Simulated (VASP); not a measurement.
Li, 16 atoms in the cell. The typed cell holds 16 atoms: a = 6.980 Å, b = 6.980 Å, c = 6.980 Å, α = 90.00°, β = 90.00°, γ = 90.00°. The cell was built by a generator and needn't be a form met in nature.

| Quantity | Value |
| --- | --- |
| Program | VASP 6.6.1 |
| Task | single point |
| Functional | PBE |
| Potentials or basis | VASP PAW PBE potentials, release 64 (Li_sv) |
| Cutoff | 520 eV |
| k mesh | 3 × 3 × 3 |
| Occupations | fermi-dirac, width 0.11 eV |
| Spin | no spin polarisation |
| Dipole correction | no |
| Further INCAR settings | LREAL = Auto; ALGO = Fast; EDIFF = 1e-06; NBANDS = 38 |

Potentials or basis: VASP PAW PBE potentials, release 64 (Li_sv).

The run is started by

```sh
$ cat potpaw_PBE.64/Li_sv/POTCAR > POTCAR
$ mpirun -np 1 vasp_std > vasp.out
```

Hardware: 1 thread of Intel(R) Xeon(R) 6975P-C (Granite Rapids) (shared host).

Estimate the wall time of this run.

Wall time 4.4 min on 1 thread of Intel(R) Xeon(R) 6975P-C (Granite Rapids) (shared host), peak memory 0.42 GiB. Counts: scf iterations 31, k points 14.
